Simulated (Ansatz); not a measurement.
Relaxing Ru

Theory: DFT PBE, scalar-relativistic, plane waves, PAW in Ansatz 0.2.0. Cutoff 420 eV, Γ-centred k mesh, Gaussian smearing, no spin polarisation in the final step.

The start puts Ru on the sites of a reported O cell (C2/m, No. 12), at a guessed volume.

```
CELL_PARAMETERS angstrom
4.67652 -3.30525 0.00000
4.67652 3.30525 0.00000
-1.92957 0.00000 3.90417
ATOMIC_POSITIONS crystal
Ru 0.82600 0.82600 0.17400
Ru 0.17400 0.17400 0.82600
Ru 0.24800 0.24800 0.18600
Ru 0.75200 0.75200 0.81400
Ru 0.76910 0.30290 0.18100
Ru 0.69710 0.23090 0.81900
Ru 0.23090 0.69710 0.81900
Ru 0.30290 0.76910 0.18100
```

Cell and atoms relax at zero pressure; the relaxation can't lower the symmetry of the start. After a coarse first stage the cell is made exact in the group found at 0.06 Å.

Problem. What does it relax into?

Solution. It ends in P6_3/mmc (No. 194). The result has the hcp structure. Conventional cell: a = 2.722 Å, c = 4.292 Å. Ru is coordinated by 12 Ru at 2.66–2.72 Å.

```
Ru
1.0
     2.72175    0.00000    0.00000
    -1.36087    2.35710    0.00000
     0.00000    0.00000    4.29184
Ru
2
Direct
  0.33333 0.66667 0.75000
  0.66667 0.33333 0.25000
```

Problem. What are its volume, density and gap?

Solution. The volume per atom is 13.77 Å³. The density is 12.19 g/cm³ and the gap on the 24×24×14 mesh is 0 eV (a metal).

The final run used a 24×24×14 mesh on its 2-atom cell and 0.10 eV smearing. A structure relaxed within its symmetry needn't be a true minimum.